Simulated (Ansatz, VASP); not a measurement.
## B in VASP and in Ansatz

```
B
1.0
    -1.20403    1.20403    1.20403
     1.20403   -1.20403    1.20403
     1.20403    1.20403   -1.20403
B
1
Direct
  0.00000 0.00000 0.00000
```

Alike in both runs: task single point; functional revPBE; k mesh 21 × 21 × 21; occupations fermi-dirac, width 0.1 eV; no spin polarisation.

```csv
,VASP,Ansatz
version,VASP 6.6.1,Ansatz 0.2.0
potentials or method,"VASP PAW PBE potentials, release 64 (B)","plane waves (420 eV) with PAW, scalar-relativistic"
plane-wave cutoff (eV),520,420
valence electrons in the cell,3,3
```

|  | VASP | Ansatz | Ansatz less VASP |
| --- | --- | --- | --- |
| pressure (GPa) | -18.9 | -18.6 | +0.23 |

Caveats: so large a pressure means that the cell lies far from this level's equilibrium, or that cutoff or potentials fall short (VASP); the potentials were made for another functional, which shifts forces and pressure (VASP).
